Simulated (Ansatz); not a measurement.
Write the native input for Ansatz 0.2.0 that does the following.

- Task: single point
- Functional: PBEsol
- Potentials or basis: all-electron LAPW, scalar-relativistic
- Cutoff: 436 eV (chosen from the basis error)
- Basis error allowed: 0.001 eV/atom
- k mesh: 6 × 6 × 8
- Occupations: fermi-dirac, width 0.05 eV
- Spin: no spin polarisation

SnO2 (Cassiterite):

```
Sn O
1.0
     4.73800    0.00000    0.00000
     0.00000    4.73800    0.00000
     0.00000    0.00000    3.18650
Sn O
2 4
Direct
  0.50136 0.50951 0.49746
  0.99024 0.00615 0.99822
  0.80742 0.19471 0.50555
  0.69731 0.69922 0.00342
  0.20807 0.81229 0.50986
  0.30845 0.30649 0.98763
```

The cell isn't the ideal one: atoms moved at random, drawn with an rms of 0.05 Å.

One way to write it, as run:

input.yaml

```yaml
crystal:
  lattice:
    - [4.738, 0.0, 0.0]
    - [0.0, 4.738, 0.0]
    - [0.0, 0.0, 3.1865]
  atoms:
    - { symbol: Sn, position: [0.501356, 0.509506, 0.497457] }
    - { symbol: Sn, position: [-0.009763, 0.006147, -0.001775] }
    - { symbol: O, position: [0.807424, 0.194706, 0.505547] }
    - { symbol: O, position: [0.697313, 0.699219, 0.003419] }
    - { symbol: O, position: [0.208069, 0.81229, 0.509861] }
    - { symbol: O, position: [0.308452, 0.306493, -0.01237] }
kpoints:
  mp_grid: { grid: [6, 6, 8] }
scf:
  occupations: { method: fermi_dirac, width: 0.05 }
hamiltonian:
  xc: pbesol
  pseudopotentials: { kind: all_electron, lapw: { basis_error: 0.001 } }
output:
  forces: true
  stress: true
  eigenvalues: true
  populations: true
```

Potentials or basis: all-electron LAPW, scalar-relativistic.

Launch:

```sh
$ ansatz run input.yaml --threads 4 --pin off --max-ram 12288MiB --backend cpu --events-out ev --progress --plain --runs-dir out
```

It gave:

- Pressure: 4.7 GPa
- Largest force: 1.694 eV/Å
- Band gap on the k mesh: 1.08 eV, direct
- Loewdin charges: Sn +1.65; O -0.76, -0.77 e

Caveat: spin-orbit coupling is left out, which moves the levels of the heavy elements.

Wall time 2.3 min on 4 threads of AMD EPYC 7R13 Processor (Zen 3), with other jobs on the host, peak memory 1.7 GiB.
